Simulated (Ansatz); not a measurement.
**Magnetic states of nickel, simple cubic**

Level of theory: DFT, RPBE, plane waves (420 eV) with PAW, scalar-relativistic in Ansatz 0.2.0. (PAW data from PBE, frozen cores regenerated.)

Each start was relaxed and then solved on a dense mesh, with Fermi-Dirac smearing of 0.05 eV (0.1 eV in a metal without spin) extrapolated to zero. Rows within 2 meV/atom of each other tie.

**Question.** Where does each start end, and how do the energies compare? Starts: non-magnetic; ferromagnetic.

**Answer.** 
```json
{"start": "ferromagnetic", "ends": "ferromagnetic, net 0.64 μB per atom", "ΔE (meV/atom)": "0.0", "V (Å³/atom)": "13.06"}
{"start": "non-magnetic", "ends": "spin not included", "ΔE (meV/atom)": "21.6", "V (Å³/atom)": "13.01"}
```
